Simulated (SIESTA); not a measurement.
Crystal: Ta.

```
CELL_PARAMETERS angstrom
-1.65128 1.65128 1.65128
1.65128 -1.65128 1.65128
1.65128 1.65128 -1.65128
ATOMIC_POSITIONS crystal
Ta 0.00000 0.00000 0.00000
```

Base run:

```yaml
Program: SIESTA 5.4.2
Functional: PBE
Potentials_or_basis: PseudoDojo 0.4 standard (PBE files)
Basis: DZP (energy shift 0.003 Ry; two zetas on semicore shells)
Grid_cutoff: 800 Ry
Energy_shift: 0.003 Ry
k_mesh: 11 × 11 × 11
Occupations: fermi-dirac, width 0.05 eV
Spin: no spin polarisation
```

Its results: band gap on the k mesh none (metal or under the smearing width); pressure 3.3 GPa.

Question: After a change of settings the same cell gave: band gap on the k mesh none (metal or under the smearing width); pressure 2.0 GPa. Which change was it?
A. potentials or basis from PseudoDojo 0.4 standard (PBE files) to SPMS 1.0 (PBE files) or PseudoDojo by element
B. potentials or basis from PseudoDojo 0.4 standard (PBE files) to PseudoDojo 0.5 standard (PBE files)
C. functional from PBE to vdW-DF2
D. potentials or basis from PseudoDojo 0.4 standard (PBE files) to Ansatz (PBE files); valence electrons from 13 to 27

Answer: A.

Caveats: short orbitals over semicore shells can move pressures by several GPa; the basis of atomic orbitals isn't converged, which shifts pressures, moduli and gaps; the valence orbitals were made in a potential fitted to the semicore shell under them, which widens gaps by tenths of an eV or more (some runs).
